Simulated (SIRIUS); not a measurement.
# SnTe (P1) in SIRIUS: a series of runs, part 2 of 2

SIRIUS 7.10.0. Earlier steps stand in the parts before.

## 3. Single point, PBE (all atoms moved at random)

Contents of sirius.json:

```json
{
  "control": {
    "processing_unit": "cpu",
    "verbosity": 2,
    "num_bands_to_print": 17,
    "print_forces": true,
    "print_stress": true
  },
  "parameters": {
    "electronic_structure_method": "pseudopotential",
    "xc_functionals": ["XC_GGA_X_PBE", "XC_GGA_C_PBE"],
    "gk_cutoff": 6.4,
    "pw_cutoff": 20.0,
    "ngridk": [3, 3, 3],
    "shiftk": [0, 0, 0],
    "smearing": "fermi_dirac",
    "smearing_width": 0.0018374661,
    "num_bands": 17,
    "num_mag_dims": 0,
    "num_dft_iter": 100,
    "energy_tol": 1e-08,
    "density_tol": 1e-06
  },
  "iterative_solver": {
    "type": "davidson",
    "min_tolerance": 1e-09,
    "tolerance_scale": [0.1, 0.25]
  },
  "mixer": {
    "type": "anderson",
    "beta": 0.7,
    "max_history": 8
  },
  "settings": {
    "tol_ne": 1e-10
  },
  "unit_cell": {
    "lattice_vectors": [
      [7.025301531138, 0.114596450396, 0.068262142163],
      [0.114596450396, 7.522735707396, -0.051455995154],
      [0.068262142163, -0.051455995154, 7.456349515254]
    ],
    "atom_coordinate_units": "lattice",
    "atom_types": ["Sn", "Te"],
    "atom_files": {
      "Sn": "Sn.json",
      "Te": "Te.json"
    },
    "atoms": {
      "Sn": [
        [0.01719198, 0.01037407, 0.98023875]
      ],
      "Te": [
        [0.48280802, 0.48962593, 0.51976125]
      ]
    }
  }
}
```

Potentials or basis: JTH 2.0 PBE (PAW).

On the command line:

```sh
> upf_to_json Sn.GGA_PBE-JTH.UPF
> upf_to_json Te.GGA_PBE-JTH.UPF
> OMP_NUM_THREADS=1 sirius.scf --input=sirius.json --output=out.json --task=0
```

The program printed:

```text
[info] SIRIUS version : 7.10.0
[info] number of MPI ranks           : 1
[info] MPI grid                      : 1 1
[info] maximum number of OMP threads : 1
[fft] FFT context for density and potential
[fft] =====================================
[fft]   comm size                             : 1
[fft]   plane wave cutoff                     : 20
[fft]   grid size                             : 48 50 50   total : 120000
[fft]   grid limits                           : -23 24   -24 25   -24 25
[fft]   number of G-vectors within the cutoff : 26602
[fft]   local number of G-vectors             : 26602
[fft]   number of G-shells                    : 26602
[fft] FFT context for coarse grid
[fft] =====================================
[fft]   comm size                             : 1
[fft]   plane wave cutoff                     : 12.8
[fft]   grid size                             : 32 36 36   total : 41472
[fft]   grid limits                           : -15 16   -17 18   -17 18
[fft]   number of G-vectors within the cutoff : 6980
[fft]   local number of G-vectors             : 6980
[fft]   number of G-shells                    : 6980
[unit cell] lattice vectors
[unit cell]   a1 :       7.0253015311      0.1145964504      0.0682621422
[unit cell]   a2 :       0.1145964504      7.5227357074     -0.0514559952
[unit cell]   a3 :       0.0682621422     -0.0514559952      7.4563495153
[unit cell] reciprocal lattice vectors
[unit cell]   b1 :       0.8946689535     -0.0136854737     -0.0082850487
[unit cell]   b2 :      -0.0136854737      0.8354748829      0.0058908708
[... 449 lines left out ...]
[ground_state]   142.859465  -51.37194413721.225241
[ground_state] === stress_vloc ===
[ground_state] -4220.491615 -141.823597 -176.745436
[ground_state]  -141.823597-5659.280673   59.324260
[ground_state]  -176.745436   59.324260-5696.735677
[ground_state] === stress_xc ===
[ground_state] -1490.891148    0.403590    0.383489
[ground_state]     0.403590-1490.431893   -0.121364
[ground_state]     0.383489   -0.121364-1490.346351
[ground_state] === stress_core ===
[ground_state]  4489.500199    0.321884    0.111569
[ground_state]     0.321884 4491.097876   -0.288283
[ground_state]     0.111569   -0.288283 4491.822941
[ground_state] === stress_nonloc ===
[ground_state]  5272.577871    6.947918    7.319623
[ground_state]     6.946974 5309.836865   -2.246917
[ground_state]     7.321019   -2.246677 5319.885852
[ground_state] === stress_us ===
[ground_state] -2530.348590   -1.779094   -1.470469
[ground_state]    -1.778115-2531.968152    1.478008
[ground_state]    -1.471820    1.477768-2535.268912
[ground_state] === stress_us_nl ===
[ground_state]  2742.229280    5.168824    5.849154
[ground_state]     5.168859 2777.868712   -0.768909
[ground_state]     5.849199   -0.768910 2784.616940
[ground_state] === stress_total ===
[ground_state]   -19.599593   -2.989685    0.025768
[ground_state]    -2.989651  -24.906506    7.782149
[ground_state]     0.025813    7.782148  -29.857494
[ground_state] ==== total Forces in Ha/bohr =====
[ground_state] atom:    0, force:       0.0010136      0.0002529      0.0006068
[ground_state] atom:    1, force:      -0.0010152     -0.0002518     -0.0006096
[ground_state] ==== ultrasoft contribution from Qij =====
[ground_state] atom:    0, force:      -0.0041043     -0.0020485      0.0035243
[ground_state] atom:    1, force:      -0.0122100     -0.0078727      0.0181433
[ground_state] ==== non-local contribution from Beta-projector =====
[ground_state] atom:    0, force:       0.0221003      0.0122916     -0.0277684
[ground_state] atom:    1, force:       0.0214730      0.0150640     -0.0340452
[ground_state] ==== contribution from local potential =====
[ground_state] atom:    0, force:       0.1651089      0.1272301     -0.2606167
[ground_state] atom:    1, force:      -0.1918471     -0.1445211      0.3004505
[ground_state] ==== contribution from core density =====
[ground_state] atom:    0, force:      -0.0009724     -0.0005271      0.0011291
[ground_state] atom:    1, force:       0.0004504      0.0003839     -0.0008179
[ground_state] ==== Ewald forces from ions =====
[ground_state] atom:    0, force:      -0.1811184     -0.1366942      0.2843405
[ground_state] atom:    1, force:       0.1811184      0.1366942     -0.2843405
[~DFT_ground_state] local op. applied: 19253
[~DFT_ground_state] evp. work count: 5733.89
[~DFT_ground_state] number of iterative solver steps: 1874
```

Run time: 33 s. Hardware: 1 thread of Arm Neoverse V1, shared host; peak memory 0.44 GiB.

What came out:

| Quantity | Value |
| --- | --- |
| Free energy | -10947.7288 eV |
| Pressure | 2.5 GPa |
| Largest force | 0.062 eV/Å |
| Band gap on the k mesh | none (metal or under the smearing width) |

Forces on the atoms (eV/Å):
```
Sn   0.052  0.013  0.031
Te  -0.052 -0.013 -0.031
```

Stress tensor (GPa, compression positive):
```
 1.96  0.30  0.00
 0.30  2.49 -0.78
 0.00 -0.78  2.99
```

Caveat: the k mesh is coarse (spacing up to 0.56 Å⁻¹), so the values aren't converged. Spin-orbit coupling is left out, which matters for the levels of Te.

## 4. Single point, PBE (all atoms moved at random)

sirius.json, as its differences from that of step 3:

```diff
@@ -4,3 +4,3 @@
     "verbosity": 2,
-    "num_bands_to_print": 17,
+    "num_bands_to_print": 33,
     "print_forces": true,
@@ -11,4 +11,4 @@
     "xc_functionals": ["XC_GGA_X_PBE", "XC_GGA_C_PBE"],
-    "gk_cutoff": 6.4,
-    "pw_cutoff": 20.0,
+    "gk_cutoff": 10.4,
+    "pw_cutoff": 20.8,
     "ngridk": [3, 3, 3],
@@ -17,3 +17,3 @@
     "smearing_width": 0.0018374661,
-    "num_bands": 17,
+    "num_bands": 33,
     "num_mag_dims": 0,
@@ -34,3 +34,4 @@
   "settings": {
-    "tol_ne": 1e-10
+    "tol_ne": 1e-10,
+    "pseudo_grid_cutoff": 6.5
   },
@@ -38,6 +39,7 @@
     "lattice_vectors": [
-      [7.025301531138, 0.114596450396, 0.068262142163],
-      [0.114596450396, 7.522735707396, -0.051455995154],
-      [0.068262142163, -0.051455995154, 7.456349515254]
+      [0.999819802377, 0.01630902245, 0.00971486294],
+      [0.01630902245, 1.070613139516, -0.007323062601],
+      [0.00971486294, -0.007323062601, 1.061165256146]
     ],
+    "lattice_vectors_scale": 7.0265677019,
     "atom_coordinate_units": "lattice",
```

Potentials or basis: PseudoDojo 0.4 PBE stringent (scalar relativistic).

On the command line:

```sh
> upf_to_json Sn.upf
> upf_to_json Te.upf
> OMP_NUM_THREADS=1 sirius.scf --input=sirius.json --output=out.json --task=0
```

Wall time 86 s (1 thread of Arm Neoverse V1, shared host); peak memory 0.51 GiB.

Results (log left out):

| Property | Result |
| --- | --- |
| Free energy | -13661.9344 eV |
| Pressure | 2.6 GPa |
| Largest force | 0.061 eV/Å |
| Band gap on the k mesh | none (metal or under the smearing width) |

Forces in eV/Å, atoms in the order of the input:
```
Sn   0.052  0.015  0.029
Te  -0.052 -0.015 -0.028
```

Stress tensor (GPa, compression positive):
```
 2.16  0.29  0.00
 0.29  2.54 -0.76
 0.00 -0.76  3.04
```

Caveat: the k mesh is coarse (spacing up to 0.56 Å⁻¹), so the values aren't converged. The run has no spin-orbit coupling, so splittings on Te are missing.

## 5. Overview

```tsv
potentials or basis	cutoff (eV)	radial cutoff for the potentials' integrals	gap on the mesh (eV)	pressure (GPa)	largest force (eV/Å)
PseudoDojo 0.4.1 PBE standard (scalar relativistic)	1102	6.5 bohr	none	2.6	0.06
JTH 2.0 PBE (PAW)	557	-	none	2.5	0.06
PseudoDojo 0.4 PBE stringent (scalar relativistic)	1472	6.5 bohr	none	2.6	0.06
```

Alike in all rows: task single point; level PBE; no spin polarisation; cell all atoms moved at random; k mesh 3 × 3 × 3; smearing fermi-dirac 0.05 eV; the mesh is coarse, so values aren't converged.

Caveats: all runs use coarse meshes.

Total energies depend on the potentials used, so only differences within one code and one set of settings carry meaning.
